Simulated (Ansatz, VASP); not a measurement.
## One calculation of Mo, two programs

```
CELL_PARAMETERS angstrom
2.74366 0.00000 0.00000
-1.37183 2.37608 0.00000
0.00000 0.00000 11.95384
ATOMIC_POSITIONS crystal
Mo 0.00000 0.00000 0.00112
Mo 0.33333 0.66667 0.20000
Mo 0.66667 0.33333 0.39888
Mo 0.00000 0.00000 0.59905
Mo 0.66667 0.33333 0.80095
```

Alike in both runs: functional PBEsol; k mesh 18 × 18 × 4; occupations gaussian, width 0.1 eV; no spin polarisation.

Ansatz relaxed the structure, and its values are those at the end. VASP's run is a single point on that final structure, the one shown.

|  | VASP | Ansatz |
| --- | --- | --- |
| version | VASP 6.6.1 | Ansatz 0.2.0 |
| potentials or method | VASP PAW PBE potentials, release 64 (Mo_sv) | scalar-relativistic, plane waves, PAW |
| plane-wave cutoff (eV) | 520 | 420 |
| valence electrons in the cell | 70 | 70 |

Ansatz gave:

| Quantity | Value |
| --- | --- |
| gap on the k mesh at the Fermi level (eV) | none |
| pressure (GPa) | 0.0 |

Task: What did VASP give for the same quantities?

Result: gap on the k mesh at the Fermi level (eV): none; pressure (GPa): 0.5.

A gap of «none» marks a metal or a gap that the smearing closes.

Caveats: the PAW data sets were made with another functional, which shifts forces and pressure a little (VASP).
